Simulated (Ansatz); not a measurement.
**An elastic constant from a strain scan in Cu**

These are results of DFT PBEsol, scalar-relativistic, plane waves, PAW (Ansatz 0.2.0), not measurements. Settings: plane waves to 420 eV, k-mesh 28×28×28 (Γ-centred), Gaussian smearing 0.15 eV. No spin polarisation. Energies are free energies at this smearing, counted from the undisturbed cell; pressure is positive in compression.

Zero of the scan (relaxed at this level):

```
Cu
1.0
     0.00000    1.78169    1.78169
     1.78169    0.00000    1.78169
     1.78169    1.78169    0.00000
Cu
1
Direct
  0.00000 0.00000 0.00000
```

The cell is strained by ε times the Voigt pattern (0, 0, 0, 0, 1, 0) (xx, yy, zz, yz, xz, xy; engineering shear) with fractional coordinates fixed. The cell holds 1 atom in V0 = 11.31 Å³. The stress column is τ = (1/V0) dE/dε, got from the stress tensor σ (compression positive) at each point as −det(1 + εP) σ : P(1 + εP)⁻¹, with P the pattern as a tensor.

| ε | ΔE (meV/atom) | τ (GPa) |
| --- | --- | --- |
| -0.0875 | 25.977 | -8.474 |
| -0.0750 | 19.087 | -7.156 |
| -0.0625 | 13.319 | -5.931 |
| -0.0500 | 8.599 | -4.775 |
| -0.0375 | 4.887 | -3.636 |
| -0.0250 | 2.191 | -2.465 |
| -0.0125 | 0.550 | -1.247 |
| 0.0000 | 0.000 | 0.000 |
| 0.0125 | 0.550 | 1.247 |
| 0.0250 | 2.191 | 2.465 |
| 0.0375 | 4.887 | 3.636 |
| 0.0500 | 8.599 | 4.775 |
| 0.0625 | 13.319 | 5.931 |
| 0.0750 | 19.087 | 7.156 |
| 0.0875 | 25.977 | 8.474 |
| 0.1000 | ? | ? |

Problem. Which combination of elastic constants does this scan measure, and how large is it?

Solution. For small ε, τ = τ0 + Kε with K = pᵀCp, which for this pattern is C44 in the cubic axes. The parabola through τ at ε = -0.0125, 0 and 0.0125 has slope K = 100 GPa at zero. The energies per cell, E = NΔE, of the same two points give K = 2[E(ε₊)/ε₊ − E(ε₋)/ε₋]/[(ε₊ − ε₋)V0] = 100 GPa, in agreement.

Problem. Predict the withheld row at ε = 0.1000 from the harmonic law, and compare.

Solution. ΔE = V0(τ0 ε + Kε²/2)/N = 35.217 meV/atom and τ = 9.98 GPa. The calculation gives 34.071 meV/atom and 9.88 GPa, a miss of 3.3 % of the harmonic energy, so the harmonic law still holds here.

In a metal these slopes depend on the k mesh and the smearing.